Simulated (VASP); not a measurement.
Pt, 1 atom in the cell. It takes space group Fm-3m (No. 225, cubic). The conventional cell has a = 3.968 Å, b = 3.968 Å, c = 3.968 Å, α = 90.00°, β = 90.00°, γ = 90.00°. Pt (site symmetry m-3m) is surrounded by 12 Pt at 2.81 Å. 

- Program: VASP 6.6.1
- Task: density of states
- Functional: PBE
- Potentials or basis: VASP PAW PBE potentials, release 64 (Pt)
- Cutoff: 700 eV
- k mesh: 18 × 18 × 18
- Occupations: gaussian, width 0.1 eV
- Spin: no spin polarisation
- k mesh for the DOS: 27 × 27 × 27
- Occupations for the DOS: tetrahedron
- Further INCAR settings: ALGO = Fast; EDIFF = 1e-07

Potentials or basis: VASP PAW PBE potentials, release 64 (Pt).

The run is started by

```sh
$ cat potpaw_PBE.64/Pt/POTCAR > POTCAR
$ cp INCAR.step1 INCAR
$ cp KPOINTS.step1 KPOINTS
$ mpirun -np 1 vasp_std > vasp.out
$ cp INCAR.step2 INCAR
$ cp KPOINTS.step2 KPOINTS
$ mpirun -np 1 vasp_std > vasp.out
```

Hardware: 1 thread of Intel(R) Xeon(R) 6975P-C (Granite Rapids), with other jobs on the host.

Q: Estimate the wall time of this run.

A: Run time: 26 s on 1 thread of Intel(R) Xeon(R) 6975P-C (Granite Rapids), with other jobs on the host, peak memory 0.25 GiB. Counts: scf iterations 7, k points 560.
